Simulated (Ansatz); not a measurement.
# 1T-NiSTe bilayer (AB) in a perpendicular field, part 3 of 3

Aim: how the 1T-NiSTe bilayer (AB) screens a field along its normal, and what the field does to its bands. A positive field points along +c.

Ansatz 0.2.0; plane-wave DFT, PBE-D3(BJ), Ansatz PAW.

So far. Step 7 (Atoms held, field -0.3 V/Å): The dipole is -0.265 e·Å, -0.181 e·Å from its value without field. Step 8 (Response, atoms held): The induced dipole is that of a conductor 10.46 Å thick.

**9. The same run with other settings**

This step: plane-wave DFT, PBE-D3(BJ), Ansatz PAW (Ansatz 0.2.0).

A run with a changed input: it repeats the earlier run at 0.1 V/Å with scf.mixing.preconditioner to resta, scf.occupations.width from 0.05 removed and scf.occupations.method from fermi_dirac to tetrahedron.

The input, input.yaml:

```yaml
crystal:
  lattice:
    - [3.4684108246, 0.0, 0.0]
    - [-1.7342054123, 3.0037318848, 0.0]
    - [0.0, 0.0, 25.9399089895]
  atoms:
    - { symbol: Te, position: [0.6666666667, 0.3333333333, 0.3469557277] }
    - { symbol: Ni, position: [0.0, 0.0, 0.4084011694] }
    - { symbol: S, position: [0.3333333333, 0.6666666667, 0.4506537247] }
    - { symbol: Te, position: [0.0, 0.0, 0.5513660796] }
    - { symbol: Ni, position: [0.3333333333, 0.6666666667, 0.6126779943] }
    - { symbol: S, position: [0.6666666667, 0.3333333333, 0.6530442723] }
kpoints:
  mp_grid: { grid: [18, 18, 1] }
  band_path:
    path: [[0, 0, 0], [0.5, 0, 0], [0.33333333, 0.33333333, 0], [0, 0, 0]]
    npoints: 16
hamiltonian:
  xc: pbe
  dispersion: d3bj
scf:
  occupations: { method: tetrahedron }
  convergence: { dr2_threshold: 1.0e-10 }
  mixing: { preconditioner: resta }
efield:
  axis: 3
  dipole_correction: true
  ramp_position: 0.97
  ramp_width: 0.06
  amplitude: 0.1
output:
  write_potential: true
  write_density: true
  volumetric_format: npy
```

On the command line:

```
$ ansatz run input.yaml --threads 4 --pin off --max-ram 6144MiB --backend cpu --events-out ev --progress --plain --runs-dir out
```

Numbers of over 12 decimals in the logs are rounded to 6 here.

The log of the run:

```text
[...]
Crystal: 6 atoms, lattice volume = 270.247 Å³
Basis set: ecut = 420 eV, 5253 PW (Γ)
Bands: 48, of which v1, the nominal top of the filled ones, is band 40 counted from 1 (39 counted from 0)
Symmetry: 6 space group operations
[...]
k-points: 37 of 324 (time reversal used)
[...]
SCF iter   1: F=—  HF=-27450.052188 eV  |F-HF|=—  |Δ(HF+E_count)|=         —  Δρ=9.21e-2  dr2=3.99e1  ethr=3.10e-3  p=0.060 e·Å  D=4.00e-2 V/Å  ΔV_dip=-1.04 eV  dr2_dipole=7.21e0  V_vac-E_F(+/−)=7.15/5.82 eV  ⟨swp⟩=11.3  Hψ=8779  notcnv=0  defer=1
[...]
SCF iter  26: F=-27446.540575 eV  HF=-27446.540575 eV  |F-HF|=9.82e-11  |Δ(HF+E_count)|=   2.78e-8  Δρ=1.09e-7  dr2=7.94e-11  ethr=1.00e-12  p=-0.026 e·Å  D=-1.72e-2 V/Å  ΔV_dip=0.45 eV  dr2_dipole=1.55e-11  V_vac-E_F(+/−)=6.41/3.59 eV  ⟨swp⟩=1.0  Hψ=3857  notcnv=0
SCF 1 converged in 26 iterations: F = -27446.540575 eV  dr2 = 7.94e-11
[...]
SCF converged after 26 iterations
Stability not checked: this state was not tested for a lower state beside it, because cold or Methfessel-Paxton smearing, or corrected tetrahedra, fill the levels in a way that the test cannot read (fill_not_monotonic; see scf.lower_state_search)
Free energy (F): -27446.540575 eV
[...]
Internal energy: -27446.540579 eV  (E = F + TS)
E sigma→0 (E₀):  -27446.540575 eV
Entropy (-TS):   0.000003 eV (0.001 meV/atom)
Fermi energy:    1.902870 eV
Dipole field:    D = -0.017171 V/Å  (p = -0.025644 e·Å, saw-weighted, corrected)
Work function:   not extracted (applied field tilts the vacuum); planar V_es + V_field profile in the machine report
[...]
--- Band table (eV; the first three rows and the last of 37) ---
  k-point 0: bands = [... 36 lower, 2.0927, 2.3578, 2.4716, 2.4716, 4.1362, 4.1362, 4.2495, 4.2495, ... 4 higher]
  k-point 1: bands = [... 36 lower, 2.0400, 2.2948, 2.4192, 2.4948, 3.8112, 3.9901, 4.0638, 4.2095, ... 4 higher]
  k-point 2: bands = [... 36 lower, 1.8872, 1.9174, 2.2638, 2.5414, 3.1443, 3.4241, 3.8847, 4.1094, ... 4 higher]
  k-point 36: bands = [... 36 lower, 0.1776, 0.3596, 0.4907, 0.6017, 1.5149, 1.5989, 2.8911, 3.1159, ... 4 higher]
```

Run time: 30 s. Hardware: 4 threads of Intel Xeon Platinum 8488C (Sapphire Rapids), shared host; peak memory 0.94 GiB.

This step gave:

* dipole along the normal: -0.02564 e·Å

The electronic bands at the labelled points (eV, zero at the Fermi level):

```csv
point,band 37,band 38,band 39,band 40,band 41,band 42,band 43,band 44
Γ,0.19,0.45,0.57,0.57,2.23,2.23,2.35,2.35
halfway,-0.86,-0.71,-0.43,-0.38,0.16,1.14,1.49,1.93
M,-1.83,-1.66,-1.64,-1.34,0.52,1.16,1.38,1.72
halfway,-1.88,-1.75,-1.30,-1.07,-0.09,0.26,0.94,1.45
K,-1.73,-1.54,-1.41,-1.30,-0.39,-0.30,0.99,1.21
halfway,-1.39,-1.24,-0.48,-0.22,0.16,0.66,0.82,1.57
Γ,0.19,0.45,0.57,0.57,2.23,2.23,2.35,2.35
```

```csv
quantity,this run,earlier run,difference
dipole along the normal (e·Å),-0.02564,-0.02408,-0.0016
```

It moves by -0.00156 e·Å.

Of the bands kept, 7 cross the Fermi level on this path.

**10. Varying the input: scf.n_extra_bands = 2**

Another changed input: it repeats the earlier run at 0.1 V/Å with scf.n_extra_bands to 2.

input.yaml: that of step 9 with these lines changed.

```diff
@@ -21,5 +21,5 @@
 scf:
-  occupations: { method: tetrahedron }
+  occupations: { method: fermi_dirac, width: 0.05 }
   convergence: { dr2_threshold: 1.0e-10 }
-  mixing: { preconditioner: resta }
+  n_extra_bands: 2
 efield:
```

The log of the run:

```text
[...]
Crystal: 6 atoms, lattice volume = 270.247 Å³
Basis set: ecut = 420 eV, 5253 PW (Γ)
Bands: 42, of which v1, the nominal top of the filled ones, is band 40 counted from 1 (39 counted from 0)
Symmetry: 6 space group operations
[...]
k-points: 37 of 324 (time reversal used)
[...]
SCF iter   1: F=—  HF=-27450.067882 eV  |F-HF|=—  |Δ(HF+E_count)|=         —  Δρ=9.16e-2  dr2=3.96e1  ethr=3.10e-3  p=0.060 e·Å  D=4.00e-2 V/Å  ΔV_dip=-1.04 eV  dr2_dipole=7.12e0  V_vac-E_F(+/−)=7.15/5.82 eV  ⟨swp⟩=8.2  Hψ=7159  notcnv=0
[...]
SCF iter  13: F=-27446.555372 eV  HF=-27446.555372 eV  |F-HF|=7.64e-11  |Δ(HF+E_count)|=   5.03e-9  Δρ=1.17e-7  dr2=4.47e-11  ethr=1.00e-12  p=-0.024 e·Å  D=-1.61e-2 V/Å  ΔV_dip=0.42 eV  dr2_dipole=5.22e-12  V_vac-E_F(+/−)=6.40/3.61 eV  ⟨swp⟩=2.5  Hψ=5354  notcnv=0
SCF 1 converged in 13 iterations: F = -27446.555372 eV  dr2 = 4.47e-11
[...]
SCF converged after 13 iterations
Free energy (F): -27446.555372 eV
[...]
Internal energy: -27446.525955 eV  (E = F + TS)
E sigma→0 (E₀):  -27446.540664 eV
Entropy (-TS):   -0.029417 eV (-4.903 meV/atom)
Fermi energy:    1.897715 eV
Dipole field:    D = -0.016123 V/Å  (p = -0.024079 e·Å, saw-weighted, corrected)
Work function:   not extracted (applied field tilts the vacuum); planar V_es + V_field profile in the machine report
[...]
--- Band table (eV; the first three rows and the last of 37) ---
  k-point 0: bands = [... 36 lower, 2.0930, 2.3547, 2.4634, 2.4634, 4.1403, 4.1403]
  k-point 1: bands = [... 36 lower, 2.0404, 2.2866, 2.4113, 2.4929, 3.8153, 3.9881]
  k-point 2: bands = [... 36 lower, 1.8877, 1.9099, 2.2565, 2.5402, 3.1478, 3.4215]
  k-point 36: bands = [... 36 lower, 0.1845, 0.3560, 0.4973, 0.5963, 1.5207, 1.5936]
```

Elapsed: 14 s, on 4 threads; peak memory 0.91 GiB.

Numbers from this step:

| Quantity | Value |
| --- | --- |
| energy at zero smearing | -27446.5407 eV |
| dipole along the normal | -0.02408 e·Å |

Electronic bands along the path, in eV, zero at the Fermi level:

```csv
point,band 37,band 38,band 39,band 40,band 41,band 42
Γ,0.20,0.46,0.57,0.57,2.24,2.24
halfway,-0.85,-0.70,-0.43,-0.38,0.17,1.14
M,-1.83,-1.66,-1.64,-1.34,0.53,1.17
halfway,-1.87,-1.74,-1.29,-1.08,-0.09,0.27
K,-1.71,-1.54,-1.40,-1.30,-0.38,-0.30
halfway,-1.38,-1.24,-0.47,-0.22,0.16,0.66
Γ,0.20,0.46,0.57,0.57,2.24,2.24
```

```csv
quantity,this run,earlier run,difference
dipole along the normal (e·Å),-0.02408,-0.02408,2.1e-6
```

The dipole moves by under 0.5 % or 5e-5 e·Å.

Of the bands kept, 7 cross the Fermi level on this path.

**11. Outcome**

```
gap without field                          : none
work function, upper face                  : 5.75 eV
step between the vacuum levels             : 1.46 eV
equivalent conductor thickness, atoms held : 10.5 Å
```

In words: The induced dipole equals that of a perfect conductor 10.46 Å thick, while the outer atoms lie 7.94 Å apart. The two faces differ: the vacuum level above lies 1.46 eV higher than the one below. There is no gap over 0.03 eV, with or without the field. The main runs have no spin polarisation; a magnetic state could lie lower and would change these results. Spin-orbit coupling is left out, which matters for the bands of elements this heavy.

[Logs are printed without paths, hosts, clocks, repeated set-up lines and the standing remarks that a program may print on its own settings, such as how far it seeks lower states.]

[Hosts, paths, dates, database ids (printed as entryN), source tags and the programs' standing remarks are cut or masked in the printed files.]

[Maps of the electrostatic potential energy from Ansatz leave out the sawtooth potential of an applied field or a dipole correction, so their vacuum need not be flat; planar profiles and work functions include it.]
